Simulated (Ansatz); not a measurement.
Space group P6_3mc (No. 186). a = 3.094 Å, b = 3.094 Å, c = 10.129 Å, α = 90.00°, β = 90.00°, γ = 120.00°
```tsv
atom	site	symmetry	x	y	z
Si	2b	3m.	0.6667	0.3333	0.9378
Si	2a	3m.	0.0000	0.0000	0.6879
C	2b	3m.	0.6667	0.3333	0.7498
C	2a	3m.	0.0000	0.0000	0.5004
```

Equation of state of this SiC structure (not necessarily the ground state), with shape and atoms relaxed at each volume where symmetry leaves them free. These are results of DFT PBE, scalar-relativistic, plane waves, PAW in Ansatz 0.2.0, not measurements.

Cutoff 420 eV; k points 12×12×4 on the computed 8-atom cell (Γ-centred); Gaussian smearing, width 0.02 eV; no spin polarisation.

| V (Å³/atom) | E − E(largest V) (meV/atom) | P (GPa) | gap on mesh (eV) |
| --- | --- | --- | --- |
| 9.238 | 64.16 | 34.91 | 2.24 |
| 9.553 | 6.39 | 24.15 | 2.24 |
| 9.868 | -31.75 | 14.88 | 2.24 |
| 10.183 | -52.97 | 6.89 | 2.23 |
| 10.498 | -59.58 | 0.00 | 2.22 |
| 10.813 | -53.60 | -5.94 | 2.22 |
| 11.128 | -36.76 | -11.06 | 2.20 |
| 11.548 | 0.00 | -16.80 | 2.19 |

Q: Fit a third-order Birch–Murnaghan equation to E(V).

A: V0 = 10.50 Å³/atom, B0 = 213 GPa, B0' = 3.9.